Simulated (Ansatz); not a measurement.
**N started on a Si site and a Si vacancy in diamond Si, 63 atoms, charge −1**

Aim: let the atoms about the defect relax, then find its formation energy, its levels in the gap and its spin by PBEsol and HSE06.

Program: Ansatz 0.2.0, PAW, plane waves. These are calculated values, not measurements.

### Step 1. The starting cell

63 atoms (62 Si, 1 N); a = 10.866 Å, b = 10.866 Å, c = 10.866 Å, α = 90.00°, β = 90.00°, γ = 90.00°. All atoms were shaken off their sites by about 0.02 Å along each axis. Defect site 1: (0.500, 0.500, 0.500). Defect site 2: (0.625, 0.625, 0.625). Starting moments add up to 2 μB.

The runs, in order: (2) PBEsol relaxation at the single k point (¼, ¼, ¼), on 7 threads of Arm Neoverse-V2; (3) HSE06 single point at the single k point (¼, ¼, ¼), on 7 threads of Arm Neoverse-V2.

### Step 2. Relaxing the atoms with PBEsol

in.yaml

```yaml
crystal:
  lattice:
    - [10.865579, 0.000000, 0.000000]
    - [0.000000, 10.865579, 0.000000]
    - [0.000000, 0.000000, 10.865579]
  atoms:
    - { symbol: Si, position: [0.001629, 0.996012, 0.999899] }
    - { symbol: Si, position: [0.000371, 0.999139, 0.498405] }
    - { symbol: Si, position: [0.000733, 0.497800, 0.000853] }
    - { symbol: Si, position: [0.001480, 0.501307, 0.501355] }
    - { symbol: Si, position: [0.500584, 0.998969, 0.000229] }
    - { symbol: Si, position: [0.496724, 0.999989, 0.500106] }
    - { symbol: Si, position: [0.500600, 0.502387, 0.999313] }
    - { symbol: Si, position: [0.123202, 0.121965, 0.126032] }
    - { symbol: Si, position: [0.124143, 0.125042, 0.626273] }
    - { symbol: Si, position: [0.125488, 0.624418, 0.123689] }
    - { symbol: Si, position: [0.124465, 0.623587, 0.625041] }
    - { symbol: Si, position: [0.625548, 0.125285, 0.125150] }
    - { symbol: Si, position: [0.624014, 0.125365, 0.625602] }
    - { symbol: Si, position: [0.624048, 0.628011, 0.126852] }
    - { symbol: Si, position: [0.253553, 0.250026, 0.001020] }
    - { symbol: Si, position: [0.250207, 0.250950, 0.498061] }
    - { symbol: Si, position: [0.250486, 0.751538, 0.999515] }
    - { symbol: Si, position: [0.253077, 0.748161, 0.500151] }
    - { symbol: Si, position: [0.747675, 0.250569, 0.997594] }
    - { symbol: Si, position: [0.750718, 0.246965, 0.496504] }
    - { symbol: Si, position: [0.750024, 0.747138, 0.999969] }
    - { symbol: Si, position: [0.750631, 0.749633, 0.502727], spin: 0.286 }
    - { symbol: Si, position: [0.376196, 0.372800, 0.124688] }
    - { symbol: Si, position: [0.376063, 0.377743, 0.623940], spin: 0.286 }
    - { symbol: Si, position: [0.373724, 0.873933, 0.124527] }
    - { symbol: Si, position: [0.377147, 0.876136, 0.627683] }
    - { symbol: Si, position: [0.876531, 0.373425, 0.128668] }
    - { symbol: Si, position: [0.874962, 0.377490, 0.626517] }
    - { symbol: Si, position: [0.872226, 0.873125, 0.123786] }
    - { symbol: Si, position: [0.873158, 0.877932, 0.624913] }
    - { symbol: Si, position: [0.252273, 0.000363, 0.248981] }
    - { symbol: Si, position: [0.252139, 0.999747, 0.750232] }
    - { symbol: Si, position: [0.247216, 0.500826, 0.249382] }
    - { symbol: Si, position: [0.251319, 0.501447, 0.749558] }
    - { symbol: Si, position: [0.747085, 0.999966, 0.250939] }
    - { symbol: Si, position: [0.749179, 0.000528, 0.747406] }
    - { symbol: Si, position: [0.750681, 0.497202, 0.251776] }
    - { symbol: Si, position: [0.749970, 0.501554, 0.750677], spin: 0.286 }
    - { symbol: Si, position: [0.376430, 0.123292, 0.378919] }
    - { symbol: Si, position: [0.375247, 0.124676, 0.876574] }
    - { symbol: Si, position: [0.376403, 0.628826, 0.373236], spin: 0.286 }
    - { symbol: Si, position: [0.376235, 0.625756, 0.871979] }
    - { symbol: Si, position: [0.875519, 0.123989, 0.372189] }
    - { symbol: Si, position: [0.876051, 0.123831, 0.876777] }
    - { symbol: Si, position: [0.875265, 0.622458, 0.376500] }
    - { symbol: Si, position: [0.872969, 0.626246, 0.876667] }
    - { symbol: Si, position: [0.999039, 0.253416, 0.250455] }
    - { symbol: Si, position: [0.002921, 0.251669, 0.749043] }
    - { symbol: Si, position: [0.999523, 0.748160, 0.249547] }
    - { symbol: Si, position: [0.000314, 0.751194, 0.749329] }
    - { symbol: Si, position: [0.498785, 0.250573, 0.250849] }
    - { symbol: Si, position: [0.501638, 0.250044, 0.751351] }
    - { symbol: Si, position: [0.501664, 0.751581, 0.247300] }
    - { symbol: Si, position: [0.501252, 0.748856, 0.747342], spin: 0.286 }
    - { symbol: Si, position: [0.125848, 0.374556, 0.372188] }
    - { symbol: Si, position: [0.124881, 0.377511, 0.874326] }
    - { symbol: Si, position: [0.123195, 0.879784, 0.374381] }
    - { symbol: Si, position: [0.124194, 0.876198, 0.876830] }
    - { symbol: Si, position: [0.625668, 0.374649, 0.376078], spin: 0.286 }
    - { symbol: Si, position: [0.626257, 0.376091, 0.871658] }
    - { symbol: Si, position: [0.625740, 0.873039, 0.376382] }
    - { symbol: Si, position: [0.626555, 0.880029, 0.873767] }
    - { symbol: N, position: [0.498886, 0.501866, 0.500401], spin: 0.286 }
  symmetry: { detect: false }
kpoints:
  mp_grid: { grid: [1, 1, 1], shift: [0.25, 0.25, 0.25] }
hamiltonian:
  xc: pbesol
total_charge: -1
magnetization:
  spin_polarized: true
scf:
  occupations: { method: fermi_dirac, width: 0.01 }
relax:
  f_tol: 0.03
  max_steps: 80
  escape_saddle: false
  adjacent_minimum: "off"
output:
  forces: true
  eigenvalues: true
  populations: true
  charged_corrections: { epsilon: 11.7 }
```

The runs that follow: HSE06 on the final geometry.

What does the calculation give? Wanted: for each run, formation energy; host gap; top filled to lowest empty; moment.

The runs gave:

| level | time | formation energy (eV) | host gap (eV) | top filled to lowest empty (eV) | moment (μB) |
| --- | --- | --- | --- | --- | --- |
| PBEsol, relaxation | 2.1 min (7 CPU threads) | 3.09 | 0.57 | 0.21 | 2.00 |
| HSE06 | 8.1 min (7 CPU threads) | 4.13 | 1.32 | 0.90 | 2.00 |

```
            quantity                             value
          relaxation  8 recorded steps, 3.56 eV gained
       largest shift                      0.57 Å (N63)
largest local moment                    +0.47 μB on Si
```

**In words.** Relaxation gains 3.56 eV, with shifts up to 0.57 Å (N63). The formation energy at E_F = VBM goes from 3.09 eV (PBEsol) to 4.13 eV (HSE06), as the host gap goes from 0.57 to 1.32 eV. The reservoirs are the elements' reference phases; where the defect changes the composition, the value depends on that choice. HSE06 puts 2 localised levels over 0.1 eV inside the gap, at 0.28 (filled), 0.28 (filled) eV, the tightest of them shared by about 10 atoms. The host's edges were read at Γ, so band-like levels at this k point need not coincide with them. Finite-cell errors of some tenths of an eV remain in such numbers. The dielectric constant of 11.7 in the correction is an assumed value.
